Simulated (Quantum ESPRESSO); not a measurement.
CsPbCl3:

```
Pb Cs Cl
1.0
     5.60500    0.00000    0.00000
     0.00000    5.60500    0.00000
     0.00000    0.00000    5.60500
Pb Cs Cl
1 1 3
Direct
  0.50000 0.50000 0.50000
  0.00000 0.00000 0.00000
  0.50000 0.00000 0.50000
  0.00000 0.50000 0.50000
  0.50000 0.50000 0.00000
```

Program: Quantum ESPRESSO 7.5. Alike in all runs: no spin polarisation; cell as given; smearing fermi-dirac 0.05 eV.

Order these runs on this cell by their pressure, lowest first.
A. level BLYP; potentials or basis PseudoDojo 0.4.1 SR PBE standard; k mesh 4 × 4 × 4, shifted; cutoff (eV) 789
B. level PBE; potentials or basis SSSP 1.3 efficiency PBE; k mesh 5 × 5 × 5; cutoff (eV) 748
C. level PBEsol; potentials or basis GBRV 1.5 PBEsol; k mesh 5 × 5 × 5; cutoff (eV) 612

C (0.1 GPa), B (1.7 GPa), A (3.2 GPa).

Caveats: the potentials were made for another functional, which shifts forces and pressure (some runs); the cell is more than 3 GPa from zero pressure, which shifts response properties (some runs).

Not every run made on this cell is shown here.
